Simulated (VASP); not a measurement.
# GaSb (F-43m) in VASP: settings compared

The runs below take GaSb through relaxation of cell and atoms, single point, with BLYP+D3(BJ), r2SCAN+rVV10.

Everything below comes from runs of VASP 6.6.1. Logs are shortened: lines on timing, memory, paths and dates and some standing lists are left out, and cuts for length are marked.

**Experimental background.**

From a printed reference work, data compilation, for a bulk crystal of GaSb at 4.2 K: band gap 0.811 eV (direct).

The runs below are set against these values where they give the same quantity.

## (1) The cell of the first run

Symmetry: F-43m, No. 216, cubic system. The conventional cell has a = 6.118 Å, b = 6.118 Å, c = 6.118 Å, α = 90.00°, β = 90.00°, γ = 90.00°. Sb (site symmetry -43m) has 4 Ga at 2.65 Å within 3.5 Å. Ga (site symmetry -43m) has 4 Sb at 2.65 Å within 3.5 Å.

## (2) Relaxation of cell and atoms, BLYP+D3(BJ)

Input file INCAR:

```
SYSTEM = GaSb
PREC     = Accurate       ! precision mode
ENCUT    = 600            ! plane-wave cutoff, eV
EDIFF    = 1E-7           ! SCF threshold, eV
ISMEAR   = -1             ! smearing method
SIGMA    = 0.05           ! smearing width, eV
LREAL    = .FALSE.        ! projectors in reciprocal space
LASPH    = .TRUE.         ! aspherical terms in the spheres
NELM     = 80             ! most SCF steps
ALGO     = Normal         ! electronic algorithm
ISIF     = 3              ! what is computed and relaxed
LWAVE    = .FALSE.        ! write WAVECAR
LCHARG   = .FALSE.        ! write CHGCAR
GGA      = B5             ! functional
ALDAX    = 1.0          
AGGAX    = 1.0          
AGGAC    = 1.0          
ALDAC    = 0.0          
IVDW     = 12             ! dispersion correction
VDW_S6   = 1.0          
VDW_S8   = 2.6996       
VDW_A1   = 0.4298       
VDW_A2   = 4.2359       
IBRION   = 2              ! ionic algorithm
NSW      = 60             ! ionic steps
EDIFFG   = -0.01          ! ionic threshold
```

Input file KPOINTS:

```
regular mesh
0
G
  8 8 8
  0 0 0
```

Input file POSCAR:

```
GaSb
1.0
    0.0000000000      3.0590000000      3.0590000000
    3.0590000000      0.0000000000      3.0590000000
    3.0590000000      3.0590000000      0.0000000000
Sb Ga
1 1
Direct
    0.7500000000      0.7500000000      0.7500000000
    0.0000000000      0.0000000000      0.0000000000
```

Potentials or basis: VASP PAW PBE potentials, release 64 (Sb, Ga_d).

Started as:

```bash
cat potpaw_PBE.64/Sb/POTCAR potpaw_PBE.64/Ga_d/POTCAR > POTCAR
mpirun -np 1 vasp_std > vasp.out
```

OUTCAR:

```text
SYSTEM = GaSb
   PREC = Accurate
   ENCUT = 600
   EDIFF = 1E-7
   ISMEAR = -1
   LREAL = .FALSE.
   LASPH = .TRUE.
   NELM = 80
   ISIF = 3
   GGA = B5
   IVDW = 12
   IBRION = 2
   NSW = 60
   EDIFFG = -0.01
 IVDW          = 12

 ion  position               nearest neighbor table
   1  0.750  0.750  0.750-   2 2.65   2 2.65   2 2.65   2 2.65
   2  0.000  0.000  0.000-   1 2.65   1 2.65   1 2.65   1 2.65

  LATTYP: Found a face centered cubic cell.
 ALAT       =     6.1180000000

  Lattice vectors:

 A1 = (   0.0000000000,   3.0590000000,   3.0590000000)
 A2 = (   3.0590000000,   0.0000000000,   3.0590000000)
 A3 = (   3.0590000000,   3.0590000000,   0.0000000000)

Analysis of symmetry for initial positions (statically):
=====================================================================
 Subroutine PRICEL returns:
 Original cell was already a primitive cell.

 Routine SETGRP: Setting up the symmetry group for a
 face centered cubic supercell.

 Subroutine GETGRP returns: Found 24 space group operations
 (whereof 24 operations were pure point group operations)
 out of a pool of 48 trial point group operations.

The static configuration has the point symmetry T_d .

Analysis of symmetry for dynamics (positions and initial velocities):
=====================================================================
 Subroutine PRICEL returns:
 Original cell was already a primitive cell.

 Routine SETGRP: Setting up the symmetry group for a
 face centered cubic supercell.

 Subroutine GETGRP returns: Found 24 space group operations
 (whereof 24 operations were pure point group operations)
 out of a pool of 48 trial point group operations.

The dynamic configuration has the point symmetry T_d .

 Subroutine INISYM returns: Found 24 space group operations
 (whereof 24 operations are pure point group operations),
 and found     1 'primitive' translations

----------------------------------------------------------------------------------------

                                     Primitive cell

  volume of cell :      57.2491

  direct lattice vectors                    reciprocal lattice vectors
     0.000000000  3.059000000  3.059000000    -0.163452109  0.163452109  0.163452109
     3.059000000  0.000000000  3.059000000     0.163452109 -0.163452109  0.163452109
     3.059000000  3.059000000  0.000000000     0.163452109  0.163452109 -0.163452109

  length of vectors
     4.326079287  4.326079287  4.326079287     0.283107357  0.283107357  0.283107357

  position of ions in fractional coordinates (direct lattice)
     0.750000000  0.750000000  0.750000000
     0.000000000  0.000000000  0.000000000

  ion indices of the primitive-cell ions
   primitive index   ion index
                 1           1
                 2           2

----------------------------------------------------------------------------------------

 KPOINTS: regular mesh

Automatic generation of k-mesh.
 Grid dimensions read from file:
 generate k-points for:    8    8    8

 Generating k-lattice:

  Cartesian coordinates                     Fractional coordinates (reciprocal lattice)
    -0.020431514  0.020431514  0.020431514     0.125000000  0.000000000  0.000000000
     0.020431514 -0.020431514  0.020431514     0.000000000  0.125000000  0.000000000
     0.020431514  0.020431514 -0.020431514     0.000000000  0.000000000  0.125000000

  Length of vectors
     0.035388420  0.035388420  0.035388420

  Shift w.r.t. Gamma in fractional coordinates (k-lattice)
     0.000000000  0.000000000  0.000000000

 Subroutine IBZKPT returns following result:
 ===========================================

 Found     29 irreducible k-points:

 Following reciprocal coordinates:
            Coordinates               Weight
  0.000000  0.000000  0.000000      1.000000
  0.125000  0.000000  0.000000      8.000000
  0.250000  0.000000  0.000000      8.000000
  0.375000  0.000000  0.000000      8.000000
  0.500000  0.000000  0.000000      4.000000
  0.125000  0.125000  0.000000      6.000000
[... 16 lines left out ...]
  0.500000  0.250000  0.125000     48.000000
 -0.375000  0.250000  0.125000     24.000000
 [... further k-points ...]
   k-points           NKPTS =     29   k-points in BZ     NKDIM =     29   number of bands    NBANDS=     13
   number of dos      NEDOS =    301   number of ions     NIONS =      2
   total plane-waves  NPLWV =  46656
   dimension x,y,z NGX =    36 NGY =   36 NGZ =   36
   dimension x,y,z NGXF=    72 NGYF=   72 NGZF=   72
   ions per type =               1   1
   NGX,Y,Z   is equivalent  to a cutoff of  13.83, 13.83, 13.83 a.u.
   NGXF,Y,Z  is equivalent  to a cutoff of  27.67, 27.67, 27.67 a.u.
 SYSTEM =  GaSb
   PREC   = accura    normal or accurate (medium, high low for compatibility)
   ISTART =      0    job   : 0-new  1-cont  2-samecut
   ICHARG =      2    charge: 1-file 2-atom 10-const
   ISPIN  =      1    spin polarized calculation?
[... 48 lines left out ...]
  ---------------------------------------------------
  ext. energy  EPLUGINS =         0.00000000
  ---------------------------------------------------
  free energy    TOTEN  =        -6.01060981 eV

  energy without entropy =       -6.01012855  energy(sigma->0) =       -6.01036918

 E-fermi :   5.3449     XC(G=0):  -8.5164

 val. band max:        5.3027864193   @ k =   0.0000   0.0000   0.0000
 cond. band min:       5.6952490282   @ k =   0.5000   0.0000   0.0000
 fundamental gap:      0.3924626089
 Fermi energy:         5.3448619319

 k-point     1 :       0.0000    0.0000    0.0000
  band No.  band energies     occupation
      1      -9.8006      2.00000
      2      -9.8006      2.00000
      3      -9.8006      2.00000
      4      -9.7504      2.00000
      5      -9.7504      2.00000
      6      -6.1847      2.00000
      7       5.1884      1.91610
      8       5.3028      1.39758
      9       5.3028      1.39758
     10       5.3028      1.39757
     11       8.1064      0.00000
     12       8.1064      0.00000
     13       8.1064      0.00000

 k-point     2 :       0.1250    0.0000    0.0000
  band No.  band energies     occupation
      1      -9.8048      2.00000
      2      -9.7989      2.00000
      3      -9.7989      2.00000
      4      -9.7506      2.00000
      5      -9.7506      2.00000
      6      -6.0259      2.00000
      7       3.2486      2.00000
      8       5.0525      1.99424
      9       5.0525      1.99424
     10       6.2651      0.00000
     11       8.4479      0.00000
     12       8.4479      0.00000
     13       8.7617      0.00000
[... 409 lines left out ...]
 VOLUME and BASIS-vectors are now :
 -----------------------------------------------------------------------------
  energy-cutoff  :      600.00
  volume of cell :       58.04
      direct lattice vectors                 reciprocal lattice vectors
     0.000000000  3.073020858  3.073020858    -0.162706348  0.162706348  0.162706348
     3.073020858  0.000000000  3.073020858     0.162706348 -0.162706348  0.162706348
     3.073020858  3.073020858  0.000000000     0.162706348  0.162706348 -0.162706348

 POSITION                                       TOTAL-FORCE (eV/Angst)
 -----------------------------------------------------------------------------------
      4.60953      4.60953      4.60953        -0.000000     -0.000000      0.000000
      0.00000      0.00000      0.00000         0.000000      0.000000     -0.000000
 -----------------------------------------------------------------------------------
    total drift:                               -0.000000     -0.000000     -0.000000

  FREE ENERGIE OF THE ION-ELECTRON SYSTEM (eV)
  ---------------------------------------------------
  free  energy   TOTEN  =        -7.5695624064 eV

  energy  without entropy=       -7.5690864075  energy(sigma->0) =       -7.56932441

--------------------------------------- Ionic step        3  -------------------------------------------

 number of electron      18.0000002 magnetization

 Free energy of the ion-electron system (eV)
  ---------------------------------------------------
  ext. energy  EPLUGINS =         0.00000000
  ---------------------------------------------------
  free energy    TOTEN  =        -6.03058301 eV

  energy without entropy =       -6.03010773  energy(sigma->0) =       -6.03034537

 E-fermi :   5.2329     XC(G=0):  -8.4718

 val. band max:        5.1928209998   @ k =   0.0000   0.0000   0.0000
 cond. band min:       5.5627389899   @ k =   0.5000   0.0000   0.0000
 fundamental gap:      0.3699179901
 Fermi energy:         5.2328525740

 k-point     1 :       0.0000    0.0000    0.0000
  band No.  band energies     occupation
      1      -9.8893      2.00000
      2      -9.8893      2.00000
      3      -9.8893      2.00000
      4      -9.8406      2.00000
      5      -9.8406      2.00000
      6      -6.2216      2.00000
      7       5.0025      1.98023
      8       5.1928      1.38023
      9       5.1928      1.38023
     10       5.1928      1.38022
     11       7.9989      0.00000
     12       7.9989      0.00000
     13       7.9989      0.00000

 k-point     2 :       0.1250    0.0000    0.0000
  band No.  band energies     occupation
      1      -9.8932      2.00000
      2      -9.8876      2.00000
      3      -9.8876      2.00000
      4      -9.8408      2.00000
      5      -9.8408      2.00000
      6      -6.0649      2.00000
      7       3.1276      2.00000
      8       4.9472      1.99342
      9       4.9472      1.99342
     10       6.1165      0.00000
     11       8.3353      0.00000
     12       8.3353      0.00000
     13       8.6328      0.00000
[... 369 lines left out ...]
 VOLUME and BASIS-vectors are now :
 -----------------------------------------------------------------------------
  energy-cutoff  :      600.00
  volume of cell :       57.86
      direct lattice vectors                 reciprocal lattice vectors
     0.000000000  3.069895014  3.069895014    -0.162872019  0.162872019  0.162872019
     3.069895014  0.000000000  3.069895014     0.162872019 -0.162872019  0.162872019
     3.069895014  3.069895014  0.000000000     0.162872019  0.162872019 -0.162872019

 POSITION                                       TOTAL-FORCE (eV/Angst)
 -----------------------------------------------------------------------------------
      4.60484      4.60484      4.60484        -0.000000     -0.000000     -0.000000
      0.00000      0.00000      0.00000         0.000000      0.000000      0.000000
 -----------------------------------------------------------------------------------
    total drift:                               -0.000000     -0.000000     -0.000000

  FREE ENERGIE OF THE ION-ELECTRON SYSTEM (eV)
  ---------------------------------------------------
  free  energy   TOTEN  =        -7.5696496477 eV

  energy  without entropy=       -7.5691743656  energy(sigma->0) =       -7.56941201

 reached required accuracy - stopping structural energy minimisation
```

It took 98 s on 1 thread of AMD EPYC 7R13 (Zen 3), shared host; peak memory 0.19 GiB.

What came out:

```yaml
Free_energy: -7.5696 eV
Relaxed_volume: 28.93 Å³/atom
Relaxed_cell: a = 4.341 Å, b = 4.341 Å, c = 4.341 Å, α = 60.00°, β = 60.00°, γ = 60.00°
Space_group_after_relaxing_to_0.05_Å: F-43m (No. 216)
Energy_gained_by_relaxing: 0.5 meV/atom
Ionic_steps: 3
Pressure_after_relaxing: 0.0 GPa
Band_gap_on_the_k_mesh: zero (filled and empty bands touch)
Dispersion_energy_per_atom: -0.770 eV
```

The path:
| step | energy change (eV) | largest force (eV/Å) | pressure (GPa) | volume (Å³) |
| --- | --- | --- | --- | --- |
| 1 | 0.0000 | 0.0000 | 0.53 | 57.25 |
| 2 | -0.0009 | 0.0000 | -0.15 | 58.04 |
| 3 | -0.0010 | 0.0000 | -0.01 | 57.86 |

Final structure:
```xyz
2
Lattice="0.0000 3.0699 3.0699 3.0699 0.0000 3.0699 3.0699 3.0699 0.0000" Properties=species:S:1:pos:R:3 pbc="T T T"
Sb    4.6048    4.6048    4.6048
Ga    0.0000    0.0000    0.0000
```

Caveat: the PAW data sets were made with another functional, which shifts forces and pressure a little; spin-orbit coupling is left out, which moves the levels of the heavy elements; pairwise dispersion overbinds metals, which lowers pressure and volume.

## (3) Single point, r2SCAN+rVV10

This run uses another cell than the first one, of 27.48 Å³/atom, 0.960 times its volume.

Input file POSCAR:

```
GaSb
1.0
    0.0000000000      3.0176570942      3.0176570942
    3.0176570942      0.0000000000      3.0176570942
    3.0176570942      3.0176570942      0.0000000000
Sb Ga
1 1
Direct
    0.7500000000      0.7500000000      0.7500000000
    0.0000000000      0.0000000000      0.0000000000
```

Input file INCAR.step1:

```
SYSTEM = GaSb
PREC = Accurate ; ENCUT = 520
ISMEAR = -1 ; SIGMA = 0.05
LREAL = .False. ; LASPH = .True.
NELM = 60 ; NBANDS = 16
GGA = PE ; ALGO = Normal
EDIFF = 1E-4 ; LWAVE = .True.
LCHARG = .False.
```

Input file INCAR.step2:

```
SYSTEM = GaSb
PREC = Accurate ; ENCUT = 520
EDIFF = 1E-7 ; ISMEAR = -1
SIGMA = 0.05 ; LREAL = .False.
LASPH = .True. ; NELM = 60
ALGO = Normal ; ISIF = 2
LWAVE = .False. ; LCHARG = .False.
METAGGA = R2SCAN ; LMIXTAU = .True.
LUSE_VDW = .True. ; IVDW_NL = 2
BPARAM = 11.95 ; CPARAM = 0.0093
NBANDS = 16 ; ISTART = 1
```

Input file KPOINTS:

```
regular mesh
0
Gamma
  8 8 8
  0 0 0
```

Potentials or basis: VASP PAW PBE potentials, release 64 (Sb, Ga_d).

Started as:

```bash
cat potpaw_PBE.64/Sb/POTCAR potpaw_PBE.64/Ga_d/POTCAR > POTCAR
cp INCAR.step1 INCAR
mpirun -np 1 vasp_std > vasp.out
cp INCAR.step2 INCAR
mpirun -np 1 vasp_std > vasp.out
```

Wall time 2.5 min (1 thread of AMD EPYC 7R43 (Zen 3), shared host); peak memory 0.29 GiB.

The run converged. Its results:

* Free energy: -36.9646 eV
* Pressure: 2.3 GPa
* Band gap on the k mesh: 0.76 eV, indirect (least direct gap 0.76 eV)

Levels at points of the mesh, in eV from the valence-band top:
```tsv
k point	band 6	band 7	band 8	band 9	band 10	band 11	band 12	band 13
(0.00, 0.00, 0.00)	-12.24	0.00	0.00	0.00	0.76	2.95	2.95	2.95
(0.50, 0.00, 0.00)	-10.41	-6.82	-1.29	-1.29	0.76	3.98	3.98	6.81
(0.50, 0.50, 0.00)	-9.45	-7.26	-2.86	-2.86	1.03	1.34	9.54	9.54
```

Caveat: the PAW data sets were made with another functional, which shifts forces and pressure a little; spin-orbit coupling is left out, which moves the levels of the heavy elements.

## (4) Single point, r2SCAN+rVV10

This run uses another cell than the first one, of 28.05 Å³/atom, 0.980 times its volume.

Input file POSCAR:

```
GaSb
1.0
    0.0000000000      3.0384691801      3.0384691801
    3.0384691801      0.0000000000      3.0384691801
    3.0384691801      3.0384691801      0.0000000000
Sb Ga
1 1
Direct
    0.7500000000      0.7500000000      0.7500000000
    0.0000000000      0.0000000000      0.0000000000
```

Input file INCAR.step1:

```
SYSTEM = GaSb
PREC = Accurate
ENCUT = 520
ISMEAR = -1
SIGMA = 0.05
LREAL = .FALSE.
LASPH = .TRUE.
NELM = 60
NBANDS = 16
GGA = PE
ALGO = Normal
EDIFF = 1E-4
LWAVE = .TRUE.
LCHARG = .FALSE.
```

Input file INCAR.step2:

```
SYSTEM = GaSb
PREC = Accurate
ENCUT = 520
EDIFF = 1E-7
ISMEAR = -1
SIGMA = 0.05
LREAL = .FALSE.
LASPH = .TRUE.
NELM = 60
ALGO = Normal
ISIF = 2
LWAVE = .FALSE.
LCHARG = .FALSE.
METAGGA = R2SCAN
LMIXTAU = .TRUE.
LUSE_VDW = .TRUE.
IVDW_NL = 2
BPARAM = 11.95
CPARAM = 0.0093
NBANDS = 16
ISTART = 1
```

Input file KPOINTS:

```
Automatic mesh
0
G
  8 8 8
  0 0 0
```

Started as:

```bash
cat potpaw_PBE.64/Sb/POTCAR potpaw_PBE.64/Ga_d/POTCAR > POTCAR
cp INCAR.step1 INCAR
mpirun -np 1 vasp_std > vasp.out
cp INCAR.step2 INCAR
mpirun -np 1 vasp_std > vasp.out
```

It took 2.5 min on 1 thread of AMD EPYC 7R43 (Zen 3), shared host; peak memory 0.3 GiB.

It converged, with:

```yaml
Free_energy: -36.9762 eV
Pressure: 1.0 GPa
Band_gap_on_the_k_mesh: 0.60 eV, direct
```

Levels at points of the mesh, in eV from the valence-band top:
| k point | band 6 | band 7 | band 8 | band 9 | band 10 | band 11 | band 12 | band 13 |
| --- | --- | --- | --- | --- | --- | --- | --- | --- |
| (0.00, 0.00, 0.00) | -12.09 | 0.00 | 0.00 | 0.00 | 0.60 | 2.96 | 2.96 | 2.96 |
| (0.50, 0.00, 0.00) | -10.31 | -6.70 | -1.25 | -1.25 | 0.71 | 3.99 | 3.99 | 6.82 |
| (0.50, 0.50, 0.00) | -9.38 | -7.16 | -2.78 | -2.78 | 1.05 | 1.38 | 9.40 | 9.40 |

Caveat: the PAW data sets were made with another functional, which shifts forces and pressure a little; spin-orbit coupling is left out, which moves the levels of the heavy elements.

## (5) The runs side by side

```csv
task,level,cell,cutoff (eV),gap on the mesh (eV),pressure (GPa)
relaxation of cell and atoms,BLYP+D3(BJ),"relaxed from a = 4.326 Å, angles 60.0°, 2 atoms",600,none,0.0
single point,r2SCAN+rVV10,"a = 4.268 Å, angles 60.0°, 2 atoms",520,0.76,2.3
single point,r2SCAN+rVV10,"a = 4.297 Å, angles 60.0°, 2 atoms",520,0.60,1.0
```

Alike in all rows: potentials or basis VASP PAW PBE potentials, release 64 (Sb, Ga_d); no spin polarisation; k mesh 8 × 8 × 8; smearing fermi-dirac 0.05 eV.

Caveats: the PAW data sets were made with another functional, which shifts forces and pressure a little; spin-orbit coupling is left out, which moves the levels of the heavy elements; pairwise dispersion overbinds metals, which lowers pressure and volume (some runs).

Total energies depend on the potentials used, so only differences within one code and one set of settings carry meaning.

## (6) Comparison with measurements

Step 3. Against the measured gap of GaSb, 0.811 eV (direct; 4.2 K; a printed reference work, data compilation), the calculated 0.76 eV is off by -0.05 eV. Spin-orbit coupling on Ga, Sb is left out. The value is that of r2SCAN+rVV10 on a finite k mesh, which can miss the band edges, without temperature or zero-point motion.

Step 4. Against the measured gap of GaSb, 0.811 eV (direct; 4.2 K; a printed reference work, data compilation), the calculated 0.60 eV is off by -0.21 eV. Spin-orbit coupling on Ga, Sb is left out. The value is that of r2SCAN+rVV10 on a finite k mesh, which can miss the band edges, without temperature or zero-point motion.
